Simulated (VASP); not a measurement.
# GaSb (Immm) in VASP: notebook

Runs on GaSb. Level: PBE. Tasks: single point.

All numbers are computed with VASP 6.6.1; they aren't measurements. Logs are shortened: lines on timing, memory, paths and dates and some standing lists are left out, and cuts for length are marked.

**1. The crystal as given**

It takes space group Immm (No. 71, orthorhombic). Conventional cell: a = 3.112 Å, b = 5.350 Å, c = 5.787 Å, α = 90.00°, β = 90.00°, γ = 90.00°. Around Sb (site symmetry mmm) lie 6 Ga at 2.89 to 3.09 Å and 2 Sb at 3.11 Å. Ga (site symmetry mmm) has 6 Sb at 2.89 to 3.09 Å and 2 Ga at 3.11 Å as nearest neighbours.

Measurements of this composition are mostly on another form, of space group No. 216.

**2. Single point, PBE, spin-orbit coupling, no magnetisation**

INCAR

```
SYSTEM = GaSb
ALGO = Normal ; EDIFF = 1E-8
ENCUT = 750 ; GGA = PE
GGA_COMPAT = .False. ; ISIF = 2
ISMEAR = 0 ; LASPH = .True.
LCHARG = .False. ; LNONCOLLINEAR = .True.
LORBIT = 11 ; LREAL = .False.
LSORBIT = .True. ; LWAVE = .False.
MAGMOM = 0 0 0 0 0 0 ; NBANDS = 34
NELM = 100 ; PREC = Accurate
SIGMA = 0.02
```

KPOINTS

```
k-points
0
Gamma
  10 10 10
  0 0 0
```

POSCAR

```
GaSb
1.0
   -1.5559010000      2.6750030000      2.8933130000
    1.5559010000     -2.6750030000      2.8933130000
    1.5559010000      2.6750030000     -2.8933130000
Sb Ga
1 1
Direct
    0.5000000000      0.5000000000      0.0000000000
    0.0000000000      0.0000000000      0.0000000000
```

Potentials or basis: VASP PAW PBE potentials, release 64 (Sb, Ga_d).

Launch:

```bash
$ cat potpaw_PBE.64/Sb/POTCAR potpaw_PBE.64/Ga_d/POTCAR > POTCAR
$ mpirun -np 1 vasp_ncl > vasp.out
```

OUTCAR:

```text
SYSTEM = GaSb
   EDIFF = 1E-8
   ENCUT = 750
   GGA = PE
   ISIF = 2
   ISMEAR = 0
   LASPH = .True.
   LNONCOLLINEAR = .True.
   LORBIT = 11
   LREAL = .False.
   LSORBIT = .True.
   NELM = 100
   PREC = Accurate

 ion  position               nearest neighbor table
   1  0.500  0.500  0.000-   2 2.89   2 2.89   2 3.09   2 3.09   2 3.09   2 3.09
   2  0.000  0.000  0.000-   1 2.89   1 2.89   1 3.09   1 3.09   1 3.09   1 3.09

  LATTYP: Found a body centered orthorhombic cell.
 ALAT       =     3.1118020000
 B/A-ratio  =     1.7192629865
 C/A-ratio  =     1.8595739703

  Lattice vectors:

 A1 = (  -1.5559010000,   2.6750030000,   2.8933130000)
 A2 = (   1.5559010000,  -2.6750030000,   2.8933130000)
 A3 = (   1.5559010000,   2.6750030000,  -2.8933130000)

Analysis of symmetry for initial positions (statically):
=====================================================================
 Subroutine PRICEL returns:
 Original cell was already a primitive cell.

 Routine SETGRP: Setting up the symmetry group for a
 body centered orthorhombic supercell.

 Subroutine GETGRP returns: Found  8 space group operations
 (whereof  8 operations were pure point group operations)
 out of a pool of  8 trial point group operations.

The static configuration has the point symmetry D_2h.

Analysis of symmetry for dynamics (positions and initial velocities):
=====================================================================
 Subroutine PRICEL returns:
 Original cell was already a primitive cell.

 Routine SETGRP: Setting up the symmetry group for a
 body centered orthorhombic supercell.

 Subroutine GETGRP returns: Found  8 space group operations
 (whereof  8 operations were pure point group operations)
 out of a pool of  8 trial point group operations.

The dynamic configuration has the point symmetry D_2h.

Analysis of structural, dynamic, and magnetic symmetry:
=====================================================================
 Subroutine PRICEL returns:
 Original cell was already a primitive cell.

 Routine SETGRP: Setting up the symmetry group for a
 body centered orthorhombic supercell.

 Subroutine GETGRP returns: Found  8 space group operations
 (whereof  8 operations were pure point group operations)
 out of a pool of  8 trial point group operations.

The overall configuration has the point symmetry D_2h.

 Subroutine INISYM returns: Found  8 space group operations
 (whereof  8 operations are pure point group operations),
 and found     1 'primitive' translations

----------------------------------------------------------------------------------------

                                     Primitive cell

  volume of cell :      48.1683

  direct lattice vectors                    reciprocal lattice vectors
    -1.555901000  2.675003000  2.893313000     0.000000000  0.186915678  0.172812274
     1.555901000 -2.675003000  2.893313000     0.321357207  0.000000000  0.172812274
     1.555901000  2.675003000 -2.893313000     0.321357207  0.186915678  0.000000000

  length of vectors
     4.236476022  4.236476022  4.236476022     0.254561491  0.364876057  0.371763265

  position of ions in fractional coordinates (direct lattice)
     0.500000000  0.500000000  0.000000000
     0.000000000  0.000000000  0.000000000

  ion indices of the primitive-cell ions
   primitive index   ion index
                 1           1
                 2           2

----------------------------------------------------------------------------------------

 KPOINTS: k-points

Automatic generation of k-mesh.
 Grid dimensions read from file:
 generate k-points for:   10   10   10

 Generating k-lattice:

  Cartesian coordinates                     Fractional coordinates (reciprocal lattice)
     0.000000000  0.018691568  0.017281227     0.100000000  0.000000000 -0.000000000
     0.032135721  0.000000000  0.017281227     0.000000000  0.100000000 -0.000000000
     0.032135721  0.018691568  0.000000000     0.000000000  0.000000000  0.100000000

  Length of vectors
     0.025456149  0.036487606  0.037176327

  Shift w.r.t. Gamma in fractional coordinates (k-lattice)
     0.000000000  0.000000000  0.000000000

 Subroutine IBZKPT returns following result:
 ===========================================

 Found    171 irreducible k-points:

 Following reciprocal coordinates:
            Coordinates               Weight
  0.000000  0.000000  0.000000      1.000000
  0.100000  0.000000 -0.000000      4.000000
  0.200000  0.000000 -0.000000      4.000000
  0.300000  0.000000 -0.000000      4.000000
  0.400000  0.000000 -0.000000      4.000000
  0.500000  0.000000 -0.000000      2.000000
[... 16 lines left out ...]
 -0.400000  0.200000  0.000000      8.000000
 -0.300000  0.200000  0.000000      8.000000
 [... further k-points ...]
   k-points           NKPTS =    171   k-points in BZ     NKDIM =    171   number of bands    NBANDS=     34
   number of dos      NEDOS =    301   number of ions     NIONS =      2
   total plane-waves  NPLWV =  64000
   dimension x,y,z NGX =    40 NGY =   40 NGZ =   40
   dimension x,y,z NGXF=    80 NGYF=   80 NGZF=   80
   ions per type =               1   1
   NGX,Y,Z   is equivalent  to a cutoff of  15.70, 15.70, 15.70 a.u.
   NGXF,Y,Z  is equivalent  to a cutoff of  31.39, 31.39, 31.39 a.u.
 SYSTEM =  GaSb
   PREC   = accura    normal or accurate (medium, high low for compatibility)
   ISTART =      0    job   : 0-new  1-cont  2-samecut
   ICHARG =      2    charge: 1-file 2-atom 10-const
   ISPIN  =      1    spin polarized calculation?
   LNONCOLLINEAR =      T non collinear calculations
   LSORBIT =      T    spin-orbit coupling
   LASPH  =      T    aspherical Exc in radial PAW
   ENCUT  =  750.0 eV  55.12 Ry    7.42 a.u.   9.46  9.46  9.46*2*pi/ulx,y,z
   NELM   =    100;   NELMIN=  2; NELMDL= -5     # of ELM steps
   EDIFF  = 0.1E-07   stopping-criterion for ELM
   LREAL  =      F    real-space projection
   EDIFFG = 0.1E-06   stopping-criterion for IOM
   NSW    =      0    number of steps for IOM
   IBRION =     -1    ionic relax: 0-MD 1-quasi-New 2-CG
   NFREE  =      0    steps in history (QN), initial steepest desc. (CG)
   ISIF   =      2    stress and relaxation
   ISYM   =      2    0-nonsym 1-usesym 2-fastsym
   POTIM  = 0.5000    time-step for ionic-motion
   TEBEG  =    0.0;   TEEND  =   0.0 temperature during run
   PSTRESS=    0.0 pullay stress
   NELECT =      18.0000    total number of electrons
   NUPDOWN=      -1.0000    fix difference up-down
   EMIN   =  10.00;   EMAX   =-10.00  energy-range for DOS
   EFERMI =   0.00;   METHOD = LEGACY
   ISMEAR =     0;   SIGMA  =   0.02  broadening in eV -4-tet -1-fermi 0-gaus
   EFERMI_NEDOS =   21; number of points for ismear=-14 and -15
   IALGO  =     38    algorithm
   IMIX   =      4    mixing-type and parameters
     AMIX     =   0.40;   BMIX     =  1.00
     AMIX_MAG =   1.60;   BMIX_MAG =  1.00
  volume/ion in A,a.u.               =      24.08       162.53
  Fermi-wavevector in a.u.,A,eV,Ry     =   1.179176  2.228319 18.918287  1.390455
  Thomas-Fermi vector in A             =   2.315491
   LORBIT       =     11    0 simple, 1 ext, 2 COOP (PROOUT), +10 PAW based schemes
   GGA     = PE    functional components
   LHFCALC =     F    Hartree Fock is set to
   AEXX    =    0.0000 exact exchange contribution
   IVDW    =     0    specifies the selected vdW correction
   LEPSILON=     F    determine dielectric tensor
   LRPA    =     F    only Hartree local field effects (RPA)
 Gauss-broadening in eV      SIGMA  =   0.02
  energy-cutoff  :      750.00
  volume of cell :       48.17
 maximum number of plane-waves:      4546
 NGX is ok and might be reduce to    40
   NGX = 19   NGY = 19   NGZ = 19

 number of electron      18.0000000 magnetization      -0.0000000      0.0000000     -0.0000000

 number of electron      18.0000000 magnetization       0.0000000     -0.0000000      0.0000000

 number of electron      18.0000000 magnetization       0.0000000      0.0000000      0.0000000

 number of electron      18.0000000 magnetization      -0.0000000     -0.0000000     -0.0000000

 Free energy of the ion-electron system (eV)
  ---------------------------------------------------
  ext. energy  EPLUGINS =         0.00000000
  ---------------------------------------------------
  free energy    TOTEN  =        -7.05007274 eV

  energy without entropy =       -7.04990197  energy(sigma->0) =       -7.04998735

 E-fermi :   6.5631     XC(G=0): -10.2487

 val. band max:        6.5614700196   @ k =  -0.3000  -0.2000   0.1000
 cond. band min:       6.5782104529   @ k =  -0.4000   0.5000   0.1000
 fundamental gap:      0.0167404333
 Fermi energy:         6.5630906710

 k-point     1 :       0.0000    0.0000    0.0000
  band No.  band energies     occupation
      1      -8.5666      1.00000
      2      -8.5666      1.00000
      3      -8.5298      1.00000
      4      -8.5298      1.00000
      5      -8.1172      1.00000
      6      -8.1172      1.00000
[... 781 lines left out ...]
     29      14.4295      0.00000
     30      14.4295      0.00000

 [... further k-points ...]

 [bands above 30 left out]

------------------------ aborting loop because EDIFF is reached ----------------------------------------

  FORCE on cell =-STRESS in cart. coord.  units (eV):
  Direction    XX          YY          ZZ          XY          YZ          ZX
  --------------------------------------------------------------------------------------
  -------------------------------------------------------------------------------------
  Total        0.3713006     -0.1582445     -0.2010333     -0.0000000      0.0000000      0.0000000
  in kB       12.3502180     -5.2635349     -6.6867800     -0.0000000      0.0000000      0.0000000
  external PRESSURE =       0.1333010 kB  Pullay stress =       0.0000000 kB

 VOLUME and BASIS-vectors are now :
 -----------------------------------------------------------------------------
  energy-cutoff  :      750.00
  volume of cell :       48.17
      direct lattice vectors                 reciprocal lattice vectors
    -1.555901000  2.675003000  2.893313000     0.000000000  0.186915678  0.172812274
     1.555901000 -2.675003000  2.893313000     0.321357207  0.000000000  0.172812274
     1.555901000  2.675003000 -2.893313000     0.321357207  0.186915678  0.000000000

 POSITION                                       TOTAL-FORCE (eV/Angst)
 -----------------------------------------------------------------------------------
      0.00000      0.00000      2.89331        -0.000000      0.000000      0.000000
      0.00000      0.00000      0.00000         0.000000     -0.000000     -0.000000
 -----------------------------------------------------------------------------------
    total drift:                               -0.000000     -0.000000     -0.000000

  FREE ENERGIE OF THE ION-ELECTRON SYSTEM (eV)
  ---------------------------------------------------
  free  energy   TOTEN  =        -7.0500727419 eV

  energy  without entropy=       -7.0499019678  energy(sigma->0) =       -7.04998735

 Spin-Orbit-Coupling matrix elements

 Ion:    1  E_soc:     -0.1392138
 l=   1
     0.0000000    -0.0245288    -0.0221583
    -0.0245288     0.0000000    -0.0225073
    -0.0221583    -0.0225073     0.0000000
 l=   2
     0.0000000    -0.0000193     0.0000000    -0.0000151    -0.0001452
    -0.0000193     0.0000000    -0.0000787    -0.0000152    -0.0000241
     0.0000000    -0.0000787     0.0000000    -0.0000878     0.0000000
    -0.0000151    -0.0000152    -0.0000878     0.0000000    -0.0000270
    -0.0001452    -0.0000241     0.0000000    -0.0000270     0.0000000
 l=   3
     0.0000000     0.0000000     0.0000000     0.0000000     0.0000000     0.0000000     0.0000000
     0.0000000     0.0000000     0.0000000     0.0000000     0.0000000     0.0000000     0.0000000
     0.0000000     0.0000000     0.0000000     0.0000000     0.0000000     0.0000000     0.0000000
     0.0000000     0.0000000     0.0000000     0.0000000     0.0000000     0.0000000     0.0000000
     0.0000000     0.0000000     0.0000000     0.0000000     0.0000000     0.0000000     0.0000000
     0.0000000     0.0000000     0.0000000     0.0000000     0.0000000     0.0000000     0.0000000
     0.0000000     0.0000000     0.0000000     0.0000000     0.0000000     0.0000000     0.0000000

 Ion:    2  E_soc:     -0.0111199
 l=   1
     0.0000000    -0.0011264    -0.0009895
    -0.0011264     0.0000000    -0.0010468
    -0.0009895    -0.0010468     0.0000000
 l=   2
     0.0000000    -0.0001593     0.0000000    -0.0001608    -0.0006592
    -0.0001593     0.0000000    -0.0004535    -0.0001690    -0.0001614
     0.0000000    -0.0004535     0.0000000    -0.0004671     0.0000000
    -0.0001608    -0.0001690    -0.0004671     0.0000000    -0.0001669
    -0.0006592    -0.0001614     0.0000000    -0.0001669     0.0000000
 l=   3
     0.0000000     0.0000000     0.0000000     0.0000000     0.0000000     0.0000000     0.0000000
     0.0000000     0.0000000     0.0000000     0.0000000     0.0000000     0.0000000     0.0000000
     0.0000000     0.0000000     0.0000000     0.0000000     0.0000000     0.0000000     0.0000000
     0.0000000     0.0000000     0.0000000     0.0000000     0.0000000     0.0000000     0.0000000
     0.0000000     0.0000000     0.0000000     0.0000000     0.0000000     0.0000000     0.0000000
     0.0000000     0.0000000     0.0000000     0.0000000     0.0000000     0.0000000     0.0000000
     0.0000000     0.0000000     0.0000000     0.0000000     0.0000000     0.0000000     0.0000000

 total charge

# of ion       s       p       d       tot
------------------------------------------
    1        1.198   1.157   0.036   2.391
    2        1.019   0.517   9.953  11.489
--------------------------------------------------
tot          2.216   1.674   9.989  13.879

 magnetization (x)

# of ion       s       p       d       tot
------------------------------------------
    1        0.000   0.000  -0.000  -0.000
    2        0.000   0.000   0.000   0.000
--------------------------------------------------
tot          0.000   0.000  -0.000  -0.000

 magnetization (y)

# of ion       s       p       d       tot
------------------------------------------
    1        0.000   0.000   0.000   0.000
    2        0.000  -0.000   0.000  -0.000
--------------------------------------------------
tot          0.000  -0.000   0.000  -0.000

 magnetization (z)

# of ion       s       p       d       tot
------------------------------------------
    1        0.000   0.000   0.000   0.000
    2        0.000   0.000   0.000   0.000
--------------------------------------------------
tot          0.000   0.000   0.000   0.000
```

Run time: 20 min. Hardware: 1 thread of Intel Xeon Platinum 8259CL at 2.50GHz (Skylake/Cascade Lake), shared host; peak memory 0.94 GiB.

What came out:

| Quantity | Value |
| --- | --- |
| Free energy | -7.0501 eV |
| Pressure | 0.0 GPa |
| Valence electrons inside the program's atomic spheres | Sb 2.39; Ga 11.49 |

**3. Single point, PBE, spin-orbit coupling, no magnetisation**

Changes to INCAR since step 2:

```diff
@@ -1,4 +1,4 @@
 SYSTEM = GaSb
-ALGO = Normal ; EDIFF = 1E-8
-ENCUT = 750 ; GGA = PE
+ALGO = Normal ; EDIFF = 1E-7
+ENCUT = 600 ; GGA = PE
 GGA_COMPAT = .False. ; ISIF = 2
```

KPOINTS

```
k-points
0
Gamma
  9 9 9
  0 0 0
```

POSCAR is that of step 2.

Potentials or basis: VASP PAW PBE potentials, release 64 (Sb, Ga_d).

Launch:

```bash
$ cat potpaw_PBE.64/Sb/POTCAR potpaw_PBE.64/Ga_d/POTCAR > POTCAR
$ mpirun -np 1 vasp_ncl > vasp.out
```

It took 11 min on 1 thread of Intel Xeon Platinum 8259CL at 2.50GHz (Skylake/Cascade Lake), shared host; peak memory 0.62 GiB.

The run converged, but some of its settings lie outside the range that counts as converged, so its numbers aren't taken as properties of the crystal.

Results:

```
Free energy                                           : -7.0379 eV
Pressure                                              : -0.1 GPa
Valence electrons inside the program's atomic spheres : Sb 2.39; Ga 11.49
```
